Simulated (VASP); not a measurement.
# Ca (Cmcm) in VASP: single point with PBEsol

Aim: the single point of Ca with PBEsol.

All numbers are computed with VASP 6.6.1; they aren't measurements. Logs are shortened: lines on timing, memory, paths and dates and some standing lists are left out, and cuts for length are marked.

### 1 The structure

Symmetry: Cmcm, No. 63, orthorhombic system. The conventional cell has a = 3.943 Å, b = 6.791 Å, c = 6.509 Å, α = 90.00°, β = 90.00°, γ = 90.00°. Ca (site symmetry m2m) has 12 Ca at 3.93 to 3.98 Å as nearest neighbours.

This isn't the form of Ca at room conditions, which is fcc.

### 2 Single point, PBEsol

The input, INCAR:

```
SYSTEM = Ca
PREC = Accurate ; ENCUT = 520
EDIFF = 1E-7 ; ISMEAR = 0
SIGMA = 0.1 ; LREAL = .FALSE.
LASPH = .TRUE. ; NELM = 100
ALGO = Normal ; ISIF = 2
LWAVE = .FALSE. ; LCHARG = .TRUE.
GGA = PS ; LELF = .TRUE.
LVHAR = .TRUE. ; NBANDS = 17
```

The input, KPOINTS:

```
regular mesh
0
G
  6 6 4
  0 0 0
```

The input, POSCAR:

```
Ca
1.0
    1.9712759950     -3.3954901800      0.0000000000
    1.9712759950      3.3954901800      0.0000000000
    0.0000000000      0.0000000000      6.5091117400
Ca
2
Direct
    0.8355866000      0.1644134000      0.2500000000
    0.1644134000      0.8355866000      0.7500000000
```

Potentials or basis: VASP PAW PBE potentials, release 64 (Ca_sv).

The run is started by

```bash
$ cat potpaw_PBE.64/Ca_sv/POTCAR > POTCAR
$ mpirun -np 1 vasp_std > vasp.out
```

OUTCAR:

```text
SYSTEM = Ca
   PREC = Accurate
   ENCUT = 520
   EDIFF = 1E-7
   ISMEAR = 0
   LREAL = .FALSE.
   LASPH = .TRUE.
   NELM = 100
   ISIF = 2
   GGA = PS

 ion  position               nearest neighbor table
   1  0.836  0.164  0.250-
   2  0.164  0.836  0.750-

  LATTYP: Found a base centered orthorhombic cell.
 ALAT       =     3.9425519900
 B/A-ratio  =     1.7224834009
 C/A-ratio  =     1.6509894496

  Lattice vectors:

 A1 = (   1.9712759950,  -3.3954901800,   0.0000000000)
 A2 = (   1.9712759950,   3.3954901800,   0.0000000000)
 A3 = (   0.0000000000,   0.0000000000,   6.5091117400)

Analysis of symmetry for initial positions (statically):
=====================================================================
 Subroutine PRICEL returns:
 Original cell was already a primitive cell.

 Routine SETGRP: Setting up the symmetry group for a
 base centered orthorhombic supercell.

 Subroutine GETGRP returns: Found  8 space group operations
 (whereof  4 operations were pure point group operations)
 out of a pool of  8 trial point group operations.

The static configuration has the point symmetry C_2h.
 The point group associated with its full space group is D_2h.

Analysis of symmetry for dynamics (positions and initial velocities):
=====================================================================
 Subroutine PRICEL returns:
 Original cell was already a primitive cell.

 Routine SETGRP: Setting up the symmetry group for a
 base centered orthorhombic supercell.

 Subroutine GETGRP returns: Found  8 space group operations
 (whereof  4 operations were pure point group operations)
 out of a pool of  8 trial point group operations.

The dynamic configuration has the point symmetry C_2h.
 The point group associated with its full space group is D_2h.

 Subroutine INISYM returns: Found  8 space group operations
 (whereof  4 operations are pure point group operations),
 and found     1 'primitive' translations

----------------------------------------------------------------------------------------

                                     Primitive cell

  volume of cell :      87.1368

  direct lattice vectors                    reciprocal lattice vectors
     1.971275995 -3.395490180  0.000000000     0.253642819 -0.147254144  0.000000000
     1.971275995  3.395490180  0.000000000     0.253642819  0.147254144  0.000000000
     0.000000000  0.000000000  6.509111740     0.000000000  0.000000000  0.153630793

  length of vectors
     3.926230076  3.926230076  6.509111740     0.293289043  0.293289043  0.153630793

  position of ions in fractional coordinates (direct lattice)
     0.835586600  0.164413400  0.250000000
     0.164413400  0.835586600  0.750000000

  ion indices of the primitive-cell ions
   primitive index   ion index
                 1           1
                 2           2

----------------------------------------------------------------------------------------

 KPOINTS: regular mesh

Automatic generation of k-mesh.
 Grid dimensions read from file:
 generate k-points for:    6    6    4

 Generating k-lattice:

  Cartesian coordinates                     Fractional coordinates (reciprocal lattice)
     0.042273803 -0.024542357  0.000000000     0.166666667  0.000000000  0.000000000
     0.042273803  0.024542357  0.000000000     0.000000000  0.166666667  0.000000000
     0.000000000  0.000000000  0.038407698     0.000000000  0.000000000  0.250000000

  Length of vectors
     0.048881507  0.048881507  0.038407698

  Shift w.r.t. Gamma in fractional coordinates (k-lattice)
     0.000000000  0.000000000  0.000000000

 Subroutine IBZKPT returns following result:
 ===========================================

 Found     39 irreducible k-points:

 Following reciprocal coordinates:
            Coordinates               Weight
  0.000000  0.000000  0.000000      1.000000
  0.166667  0.000000  0.000000      4.000000
  0.333333  0.000000  0.000000      4.000000
  0.500000  0.000000  0.000000      2.000000
  0.166667  0.166667  0.000000      2.000000
  0.333333  0.166667  0.000000      4.000000
[... 16 lines left out ...]
  0.333333  0.333333  0.250000      4.000000
  0.500000  0.333333  0.250000      8.000000
 [... further k-points ...]
   k-points           NKPTS =     39   k-points in BZ     NKDIM =     39   number of bands    NBANDS=     17
   number of dos      NEDOS =    301   number of ions     NIONS =      2
   total plane-waves  NPLWV =  43200
   dimension x,y,z NGX =    30 NGY =   30 NGZ =   48
   dimension x,y,z NGXF=    60 NGYF=   60 NGZF=   96
   ions per type =               2
   NGX,Y,Z   is equivalent  to a cutoff of  12.70, 12.70, 12.26 a.u.
   NGXF,Y,Z  is equivalent  to a cutoff of  25.41, 25.41, 24.52 a.u.
 SYSTEM =  Ca
   PREC   = accura    normal or accurate (medium, high low for compatibility)
   ISTART =      0    job   : 0-new  1-cont  2-samecut
   ICHARG =      2    charge: 1-file 2-atom 10-const
   ISPIN  =      1    spin polarized calculation?
   LNONCOLLINEAR =      F non collinear calculations
   LSORBIT =      F    spin-orbit coupling
   LASPH  =      T    aspherical Exc in radial PAW
   ENCUT  =  520.0 eV  38.22 Ry    6.18 a.u.   7.30  7.30 12.10*2*pi/ulx,y,z
   NELM   =    100;   NELMIN=  2; NELMDL= -5     # of ELM steps
   EDIFF  = 0.1E-06   stopping-criterion for ELM
   LREAL  =      F    real-space projection
   EDIFFG = 0.1E-05   stopping-criterion for IOM
   NSW    =      0    number of steps for IOM
   IBRION =     -1    ionic relax: 0-MD 1-quasi-New 2-CG
   NFREE  =      0    steps in history (QN), initial steepest desc. (CG)
   ISIF   =      2    stress and relaxation
   ISYM   =      2    0-nonsym 1-usesym 2-fastsym
   POTIM  = 0.5000    time-step for ionic-motion
   TEBEG  =    0.0;   TEEND  =   0.0 temperature during run
   PSTRESS=    0.0 pullay stress
   NELECT =      20.0000    total number of electrons
   NUPDOWN=      -1.0000    fix difference up-down
   EMIN   =  10.00;   EMAX   =-10.00  energy-range for DOS
   EFERMI =   0.00;   METHOD = LEGACY
   ISMEAR =     0;   SIGMA  =   0.10  broadening in eV -4-tet -1-fermi 0-gaus
   EFERMI_NEDOS =   21; number of points for ismear=-14 and -15
   IALGO  =     38    algorithm
   IMIX   =      4    mixing-type and parameters
     AMIX     =   0.40;   BMIX     =  1.00
     AMIX_MAG =   1.60;   BMIX_MAG =  1.00
  volume/ion in A,a.u.               =      43.57       294.01
  Fermi-wavevector in a.u.,A,eV,Ry     =   1.002346  1.894159 13.669737  1.004697
  Thomas-Fermi vector in A             =   2.134827
   LORBIT       =      0    0 simple, 1 ext, 2 COOP (PROOUT), +10 PAW based schemes
   GGA     = PS    functional components
   LHFCALC =     F    Hartree Fock is set to
   AEXX    =    0.0000 exact exchange contribution
   IVDW    =     0    specifies the selected vdW correction
   LEPSILON=     F    determine dielectric tensor
   LRPA    =     F    only Hartree local field effects (RPA)
 non-spin polarized calculation
 Gauss-broadening in eV      SIGMA  =   0.10
  energy-cutoff  :      520.00
  volume of cell :       87.14
 maximum number of plane-waves:      2378
 NGX is ok and might be reduce to    30
   NGX = 15   NGY = 15   NGZ = 25

 number of electron      20.0000001 magnetization

 Free energy of the ion-electron system (eV)
  ---------------------------------------------------
  ext. energy  EPLUGINS =         0.00000000
  ---------------------------------------------------
  free energy    TOTEN  =        -4.22579665 eV

  energy without entropy =       -4.20953559  energy(sigma->0) =       -4.21766612

 E-fermi :   1.8015     XC(G=0):  -7.7080

 val. band max:        1.7733557600   @ k =  -0.3333   0.1667   0.0000
 cond. band min:       1.8048097440   @ k =   0.5000   0.1667   0.0000
 fundamental gap:      0.0314539840
 Fermi energy:         1.8015447292

 k-point     1 :       0.0000    0.0000    0.0000
  band No.  band energies     occupation
      1     -40.1307      2.00000
      2     -40.1195      2.00000
      3     -21.2396      2.00000
      4     -21.1483      2.00000
      5     -21.1462      2.00000
      6     -21.1313      2.00000
[... 9 lines left out ...]
     16       4.3693      0.00000
     17       4.7686      0.00000

 k-point     2 :       0.1667    0.0000    0.0000
  band No.  band energies     occupation
      1     -40.1280      2.00000
      2     -40.1180      2.00000
      3     -21.2292      2.00000
      4     -21.1716      2.00000
      5     -21.1566      2.00000
      6     -21.1549      2.00000
[... 9 lines left out ...]
     16       4.3617      0.00000
     17       4.5212      0.00000

 k-point     3 :       0.3333    0.0000    0.0000
  band No.  band energies     occupation
      1     -40.1221      2.00000
      2     -40.1155      2.00000
      3     -21.2218      2.00000
      4     -21.2053      2.00000
      5     -21.2044      2.00000
      6     -21.1695      2.00000
[... 9 lines left out ...]
     16       4.9464      0.00000
     17       5.1664      0.00000

 k-point     4 :       0.5000    0.0000    0.0000
  band No.  band energies     occupation
      1     -40.1187      2.00000
      2     -40.1147      2.00000
      3     -21.2471      2.00000
      4     -21.2291      2.00000
      5     -21.1869      2.00000
      6     -21.1765      2.00000
[... 9 lines left out ...]
     16       5.7583      0.00000
     17       5.7944      0.00000

 k-point     5 :       0.1667    0.1667    0.0000
  band No.  band energies     occupation
      1     -40.1237      2.00000
      2     -40.1161      2.00000
      3     -21.2117      2.00000
      4     -21.1982      2.00000
      5     -21.1958      2.00000
      6     -21.1663      2.00000
[... 9 lines left out ...]
     16       4.6314      0.00000
     17       4.9480      0.00000

 k-point     6 :       0.3333    0.1667    0.0000
  band No.  band energies     occupation
      1     -40.1187      2.00000
      2     -40.1147      2.00000
      3     -21.2332      2.00000
      4     -21.2176      2.00000
      5     -21.1875      2.00000
      6     -21.1871      2.00000
[... 9 lines left out ...]
     16       5.1454      0.00000
     17       5.5513      0.00000

 k-point     7 :       0.5000    0.1667    0.0000
  band No.  band energies     occupation
      1     -40.1185      2.00000
      2     -40.1148      2.00000
      3     -21.2343      2.00000
      4     -21.2201      2.00000
      5     -21.1861      2.00000
      6     -21.1858      2.00000
[... 9 lines left out ...]
     16       5.1309      0.00000
     17       5.5189      0.00000

 k-point     8 :      -0.3333    0.1667    0.0000
  band No.  band energies     occupation
      1     -40.1235      2.00000
      2     -40.1161      2.00000
      3     -21.2106      2.00000
      4     -21.2015      2.00000
      5     -21.1980      2.00000
      6     -21.1645      2.00000
[... 9 lines left out ...]
     16       4.6209      0.00000
     17       4.9208      0.00000
[... 203 lines left out ...]
      1     -40.1181      2.00000
      2     -40.1153      2.00000
      3     -21.2372      2.00000
      4     -21.2260      2.00000
      5     -21.1897      2.00000
      6     -21.1736      2.00000
[... 9 lines left out ...]
     16       5.0883      0.00000
     17       5.3031      0.00000

 k-point    20 :       0.5000    0.1667    0.2500
  band No.  band energies     occupation
      1     -40.1180      2.00000
      2     -40.1153      2.00000
      3     -21.2385      2.00000
      4     -21.2282      2.00000
      5     -21.1880      2.00000
      6     -21.1724      2.00000
[... 9 lines left out ...]
     16       5.0604      0.00000
     17       5.3260      0.00000

 k-point    21 :      -0.3333    0.1667    0.2500
  band No.  band energies     occupation
      1     -40.1224      2.00000
      2     -40.1172      2.00000
      3     -21.2178      2.00000
      4     -21.2023      2.00000
      5     -21.1817      2.00000
      6     -21.1653      2.00000
[... 9 lines left out ...]
     16       4.6651      0.00000
     17       5.0792      0.00000

 k-point    22 :      -0.1667    0.1667    0.2500
  band No.  band energies     occupation
      1     -40.1264      2.00000
      2     -40.1195      2.00000
      3     -21.2166      2.00000
      4     -21.1689      2.00000
      5     -21.1639      2.00000
      6     -21.1514      2.00000
[... 9 lines left out ...]
     16       4.4167      0.00000
     17       4.8585      0.00000

 k-point    23 :       0.3333    0.3333    0.2500
  band No.  band energies     occupation
      1     -40.1157      2.00000
      2     -40.1154      2.00000
      3     -21.2219      2.00000
      4     -21.2198      2.00000
      5     -21.2182      2.00000
      6     -21.1963      2.00000
[... 9 lines left out ...]
     16       5.1038      0.00000
     17       5.5358      0.00000

 k-point    24 :       0.5000    0.3333    0.2500
  band No.  band energies     occupation
      1     -40.1177      2.00000
      2     -40.1153      2.00000
      3     -21.2402      2.00000
      4     -21.2297      2.00000
      5     -21.1874      2.00000
      6     -21.1723      2.00000
[... 9 lines left out ...]
     16       5.0695      0.00000
     17       5.3343      0.00000

 [... further k-points ...]

------------------------ aborting loop because EDIFF is reached ----------------------------------------

  FORCE on cell =-STRESS in cart. coord.  units (eV):
  Direction    XX          YY          ZZ          XY          YZ          ZX
  --------------------------------------------------------------------------------------
  -------------------------------------------------------------------------------------
  Total       -0.6715249     -0.5782981     -0.5268820      0.0000000      0.0000000      0.0000000
  in kB      -12.3472743    -10.6331201     -9.6877357      0.0000000      0.0000000      0.0000000
  external PRESSURE =     -10.8893767 kB  Pullay stress =       0.0000000 kB

 VOLUME and BASIS-vectors are now :
 -----------------------------------------------------------------------------
  energy-cutoff  :      520.00
  volume of cell :       87.14
      direct lattice vectors                 reciprocal lattice vectors
     1.971275995 -3.395490180  0.000000000     0.253642819 -0.147254144  0.000000000
     1.971275995  3.395490180  0.000000000     0.253642819  0.147254144  0.000000000
     0.000000000  0.000000000  6.509111740     0.000000000  0.000000000  0.153630793

 POSITION                                       TOTAL-FORCE (eV/Angst)
 -----------------------------------------------------------------------------------
      1.97128     -2.27896      1.62728         0.000000      0.016302      0.000000
      1.97128      2.27896      4.88183         0.000000     -0.016302     -0.000000
 -----------------------------------------------------------------------------------
    total drift:                                0.000000     -0.000000      0.000000

  FREE ENERGIE OF THE ION-ELECTRON SYSTEM (eV)
  ---------------------------------------------------
  free  energy   TOTEN  =        -4.2257966474 eV

  energy  without entropy=       -4.2095355910  energy(sigma->0) =       -4.21766612
```

It took 38 s on 1 thread of Intel Xeon Platinum 8488C (Sapphire Rapids), shared host; peak memory 0.21 GiB.

Results:

- Free energy: -4.2258 eV
- Pressure: -1.1 GPa
- Largest force: 0.016 eV/Å
- Band gap on the k mesh: none (metal or under the smearing width)

Forces on the atoms (eV/Å):
```
Ca   0.000  0.016  0.000
Ca   0.000 -0.016  0.000
```

Caveat: the PAW data sets were made with another functional, which shifts forces and pressure a little.
